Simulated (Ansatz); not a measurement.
# Ge: a trial structure relaxed

Aim: relax Ge from this start, samarium (9R) type (R-3m, No. 166), and see where it ends.

Method: DFT r2SCAN, scalar-relativistic, plane waves, PAW, in Ansatz 0.2.0.

### 1 Starting point

Symmetry: R-3m, No. 166, trigonal system. The conventional cell has a = 3.363 Å, b = 3.363 Å, c = 24.383 Å, α = 90.00°, β = 90.00°, γ = 120.00°. Ge (site symmetry -3m) is surrounded by 12 Ge at 3.33 to 3.36 Å. Ge (site symmetry 3m) has 12 Ge at 3.33 to 3.36 Å as nearest neighbours.

As a file:

```xyz
3
Lattice="1.6817 0.9709 8.1276 -1.6817 0.9709 8.1276 0.0000 -1.9419 8.1276" Properties=species:S:1:pos:R:3 pbc="T T T"
Ge    0.0000    0.0000    0.0000
Ge    0.0000    0.0000    5.4184
Ge    0.0000    0.0000   18.9646
```

(A quick probe on a coarse mesh, which set the mesh and smearing, is not shown.)

### 3 Rough relaxation on the coarse mesh

The input, input.yaml:

```yaml
crystal:
  lattice:
    - [1.6817192674, 0.9709410717, 8.1276436956]
    - [-1.6817192674, 0.9709410717, 8.1276436956]
    - [0.0, -1.9418821435, 8.1276436956]
  atoms:
    - { symbol: Ge, position: [0.0, 0.0, 0.0] }
    - { symbol: Ge, position: [0.22222, 0.22222, 0.22222] }
    - { symbol: Ge, position: [0.77778, 0.77778, 0.77778] }
basis:
  ecutwfc: 500
kpoints:
  mp_grid: { grid: [6, 6, 6] }
hamiltonian:
  xc: r2scan
scf:
  occupations: { method: gaussian, width: 0.1 }
  lower_state_search: "off"
output:
  forces: true
  stress: true
  eigenvalues: true
relax:
  adjacent_minimum: "off"
  f_tol: 0.04
  max_steps: 70
  cell: { stress_tol: 0.4 }
```

Further runs follow: full relaxation; relaxation repeated from the new cell.

Before running it: what results should come out?

**Answer**, as computed:

```
           quantity                                                                        value
cell (conventional)  a = 2.986 Å, b = 2.986 Å, c = 22.014 Å, α = 90.00°, β = 90.00°, γ = 120.00°
        space group                                                               R-3m (No. 166)
             volume                                                                18.88 Å³/atom
    gap on the mesh                                                                 none (metal)
```

What this shows: The space group stayed R-3m, and from the first guess the volume went from 26.54 to 18.88 Å³/atom.
